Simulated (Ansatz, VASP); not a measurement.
MgO: VASP beside Ansatz

```
Mg O
1.0
     0.00000    2.12722    2.12722
     2.12722    0.00000    2.12722
     2.12722    2.12722    0.00000
Mg O
1 1
Cartesian
  0.0000 0.0000 0.0000
  2.1272 2.1272 2.1272
```

Alike in both runs: task single point; functional PBE; k mesh 10 × 10 × 10; occupations gaussian, width 0.05 eV; no spin polarisation.

|  | VASP | Ansatz |
| --- | --- | --- |
| version | VASP 6.6.1 | Ansatz 0.2.0 |
| potentials or method | VASP PAW PBE potentials, release 64 (Mg, O) | scalar-relativistic, plane waves, PAW |
| plane-wave cutoff (eV) | 520 | 520 |
| valence electrons in the cell | 8 | 16 |

Ansatz gave:

| Property | Result |
| --- | --- |
| gap on the k mesh at the Fermi level (eV) | 4.46 |
| least direct gap on the mesh (eV) | 4.46 |
| pressure (GPa) | 0.0 |

Estimate VASP's values.

gap on the k mesh at the Fermi level (eV): 4.44; least direct gap on the mesh (eV): 4.44; pressure (GPa): -0.8.

With one functional, cell and mesh, what is left measures potentials, basis and numerics. The two sets of potentials don't hold the same shells in valence.
